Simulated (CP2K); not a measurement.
Crystal: SnO.

```
Sn O
1.0
     3.81370    0.00000    0.00000
     0.00000    3.81370    0.00000
     0.00000    0.00000    4.88691
Sn O
2 2
Direct
  0.50000 0.00000 0.76463
  0.00000 0.50000 0.23537
  0.00000 0.00000 0.00000
  0.50000 0.50000 0.00000
```

The cell is a database's computed one.

Program: CP2K 2026.2. Alike in all runs: task band structure; no spin polarisation; cell as given; k mesh 7 × 7 × 6. Hardware: 2 MPI ranks on Arm Neoverse V1, with other jobs on the host.

Problem. Order these runs on this cell by their wall time, lowest first.
A. level TB-mBJ; potentials or basis POTENTIAL_UZH Sn GTH-PBE-q4, O GTH-PBE-q6; TZVP-MOLOPT-PBE-GTH basis; smearing fermi-dirac 0.01 eV; EPS_DEFAULT 1.0E-9; points a segment of the path (NPOINTS) 10; bands added on the path 2; CUTOFF of the grids 850 Ry
B. level r2SCAN; potentials or basis POTENTIAL_UZH Sn GTH-SCAN-q4, O GTH-SCAN-q6; TZVP-MOLOPT-SCAN-GTH basis; smearing fermi-dirac 0.0259 eV; EPS_DEFAULT 1.0E-10; points a segment of the path (NPOINTS) 6; bands added on the path 4; CUTOFF of the grids 850 Ry
C. level LDA; potentials or basis GTH_POTENTIALS Sn GTH-PADE-q4, O GTH-PADE-q6; TZVP-MOLOPT-PBE-GTH basis; smearing fermi-dirac 0.0259 eV; EPS_DEFAULT 1.0E-9; points a segment of the path (NPOINTS) 8; bands added on the path 4; CUTOFF of the grids 600 Ry

Solution. C (16 s), B (38 s), A (100 s).

Caveats: this is a model potential without an energy functional, so only levels have meaning (some runs).
